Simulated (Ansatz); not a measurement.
An Ansatz (an electronic-structure program) run: BeO with a change (pressure −2 GPa); plane-wave PAW DFT at the PBEsol level (Ansatz, 420 eV), without spin-orbit coupling.

Input:

Ansatz 0.2 input:
```yaml
crystal:
  lattice:
    - [2.6969938013, 0, 0]
    - [-1.3484969006, 2.3356651458, 0]
    - [0, 0, 4.3795170536]
  atoms:
    - { symbol: Be, position: [0.6666666667, 0.3333333333, 0.0014713974] }
    - { symbol: Be, position: [0.3333333333, 0.6666666667, 0.5014713974] }
    - { symbol: O, position: [0.6666666667, 0.3333333333, 0.6237286026] }
    - { symbol: O, position: [0.3333333333, 0.6666666667, 0.1237286026] }
basis: { ecutwfc: 420, ecutrho_ratio: 4, xc_grid: 2, fft_grid_basis: typed }
kpoints: { mp_grid: { grid: [14, 14, 8] } }
hamiltonian:
  xc: pbesol
  dispersion: none
  pseudopotentials: { kind: paw }
scf: { occupations: { method: fermi_dirac, width: 0.05 } }
relax: { f_tol: 0.01, max_steps: 60, cell: { stress_tol: 0.02, p_target: -2.0 } }
output: { forces: true, stress: true }
checkpoint: { write: state.ck, write_every: 1000 }
```

Output (explanatory and most iteration lines left out):

```
Relaxation: its limit of steps is 60 (relax.max_steps)
Pseudopotential: Be, paw, valence charge 2
Pseudopotential: O, paw, valence charge 6
Crystal: 4 atoms, lattice volume = 27.588 Å³
Basis set: ecut = 420 eV, 549 PW (Γ), exchange–correlation on 40×40×60 points (8 copies of the dense FFT grid, shifted against one another)
Bands: 12, of which v1, the nominal top of the filled ones, is band 8 counted from 1 (7 counted from 0)
Symmetry: 12 space group operations
Space group: P63mc (ITA 186), of the structure as read, at distance tolerance 3.0e-5 Å
k-points: 120 of 1568 (time reversal used)
Functional: x = pbesol(κ = 0.804, μ = 0.12345679012345678), c = pbesol(β = 0.046)
SCF iter   1: F=—  HF=-1308.539400 eV  |F-HF|=—  |Δ(HF+E_count)|=         —  Δρ=1.46e-2  dr2=4.42e-2  ethr=1.77e-3  ⟨swp⟩=5.9  Hψ=8909  notcnv=0
SCF iter   2: F=—  HF=-1308.525906 eV  |F-HF|=—  |Δ(HF+E_count)|=   1.35e-2  Δρ=1.63e-3  dr2=6.44e-4  ethr=2.76e-4  ⟨swp⟩=3.0  Hψ=3724  notcnv=0
SCF 1 converged in 6 iterations: F = -1308.525886 eV  dr2 = 1.60e-11
relax step   1: F+E_penalty+E_count = -1308.52588564 eV  Δ(F+E_penalty+E_count) = +0.000e0 eV  max|allowed force component| = 1.549e-4 eV/Å  Δτ_max = 0.0000 Å  P = -0.998 GPa  Ω = 27.588 Å³  (6 SCF iters, dr2 threshold 1.00e-7 eV, accepted)
[... steps on the carried basis left out ...]
relax step   6: F+E_penalty+E_count = -1308.52478184 eV  Δ(F+E_penalty+E_count) = -4.575e-5 eV  max|allowed force component| = 2.276e-4 eV/Å  Δτ_max = 0.0000 Å  P = -1.998 GPa  Ω = 27.718 Å³  stress off target by 3.42e-3 GPa  SCF on the basis re-selected at this cell (its energy is not comparable with the rows above)  (6 SCF iters)
SCF converged after 6 iterations
Free energy (F): -1308.524782 eV
Internal energy: -1308.524782 eV  (E = F + TS)
E sigma→0 (E₀):  -1308.524782 eV
Fermi energy:    9.555678 eV
--- Forces (eV/Å), atoms counted from 1 ---
  atom   1  Be    -0.00000000     0.00000000     0.00022084
  atom   2  Be     0.00000000    -0.00000000     0.00022084
  atom   3  O      0.00000000    -0.00000000    -0.00023430
  atom   4  O     -0.00000000     0.00000000    -0.00023430
--- Stress (GPa, compression-positive) ---
       -1.998146       0.000000      -0.000000
        0.000000      -1.998146       0.000000
       -0.000000       0.000000      -1.996584
  P = ⅓ Tr σ = -1.9976 GPa (-19.976 kbar)
--- Relaxed structure (4 steps of the walk, 4 accepted, 2 SCFs on fresh bases) ---
  cell:  # Å, volume = 27.7183 Å³
    - [2.701249132092186, -2.8913107632345994e-11, 1.4325186051425473e-35]
    - [-1.3506245660210536, 2.3393503703569563, 3.0055332079034006e-35]
    - [2.3261972860170608e-35, 6.978591858051182e-35, 4.3863820356549965]
  atoms:
    - { symbol: Be, position: [0.6666666666666666, 0.3333333333333333, 0.001478031826055349] }
    - { symbol: Be, position: [0.33333333333333337, 0.6666666666666667, 0.5014780318260554] }
    - { symbol: O, position: [0.6666666666666666, 0.3333333333333333, 0.6237219681739445] }
    - { symbol: O, position: [0.33333333333333337, 0.6666666666666667, 0.12372196817394468] }
```

Load acts through the strain it causes; cell and atoms are relaxed under it. Whether these cells are dynamically stable was not tested. The cell was made from BeO in the wurtzite structure (space group P6_3mc, No. 186) by this change: pressure −2 GPa.
